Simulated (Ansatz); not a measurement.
# HfN under changes of volume

One of the cells (14.793 Å³/atom); the others are scaled copies at fixed shape and fractional positions:

```
CELL_PARAMETERS angstrom
0.00000 2.45482 2.45482
2.45482 0.00000 2.45482
2.45482 2.45482 0.00000
ATOMIC_POSITIONS crystal
Hf 0.00000 0.00000 0.00000
N 0.25000 0.25000 0.25000
```

The cell comes from a database or a generator and needn't be the stable form of this composition.

```yaml
Program: Ansatz 0.2.0
Functional: r2SCAN
Potentials_or_basis: Ansatz PAW
Cutoff: "500 eV (not typed: the program's choice for these potentials)"
k_mesh: 9 × 9 × 9
Occupations: fermi-dirac, width 0.05 eV
Spin: no spin polarisation
```

```csv
volume (Å³/atom),energy over the lowest point (meV/atom),pressure (GPa)
13.906,23.37,11.3
14.201,7.25,6.3
14.497,0.00,1.8
14.793,?,?
15.089,8.35,-5.9
15.385,22.43,-9.2
15.681,42.33,-12.2
```

Q: What does the run at 14.793 Å³/atom give?

A: Energy over the lowest point 0.64 meV/atom; pressure -2.3 GPa.

Worked out: A Birch-Murnaghan fit of order 3 (a polynomial in V^(-2/3)) to the other rows has its minimum at 14.62 Å³/atom with B0 = V·E''(V) = 202 GPa and B' = 4.3. It gives 0.60 meV/atom at 14.793 Å³/atom, against the run's 0.64, and -dE/dV = -2.3 GPa, against -2.3.

Energies are extrapolated to zero smearing.

Caveats: the PAW data sets come from PBE, with cores solved anew for the run's functional, which leaves a small shift of forces and pressure.
